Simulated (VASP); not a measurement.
Li15O8 (a cell with a defect), 23 atoms in the cell. The cell holds a defect, 23 atoms: a = 6.650 Å, b = 6.650 Å, c = 6.650 Å, α = 60.00°, β = 60.00°, γ = 60.00°. 

| Quantity | Value |
| --- | --- |
| Program | VASP 6.6.1 |
| Task | single point |
| Functional | LDA |
| Potentials or basis | VASP PAW LDA potentials, release 64 (Li_sv, O) |
| Cutoff | 520 eV |
| k mesh | 2 × 2 × 2 |
| Occupations | fermi-dirac, width 0.05 eV |
| Spin | no spin polarisation |
| Dipole correction | no |
| Charge | -1 |
| Further INCAR settings | LREAL = Auto; ALGO = Fast; EDIFF = 1e-06; NBANDS = 64; NELECT = 94.0 |

Potentials or basis: VASP PAW LDA potentials, release 64 (Li_sv, O).

The run is started by

```console
$ cat potpaw_LDA.64/Li_sv/POTCAR potpaw_LDA.64/O/POTCAR > POTCAR
$ mpirun -np 1 vasp_std > vasp.out
```

Hardware: 1 thread of Intel(R) Xeon(R) Platinum 8488C (Sapphire Rapids), with other jobs on the host.

Q: How long does it take, and how much memory?

A: Run time: 4.1 min on 1 thread of Intel(R) Xeon(R) Platinum 8488C (Sapphire Rapids) (shared host), peak memory 0.28 GiB. Counts: scf iterations 27, k points 8.
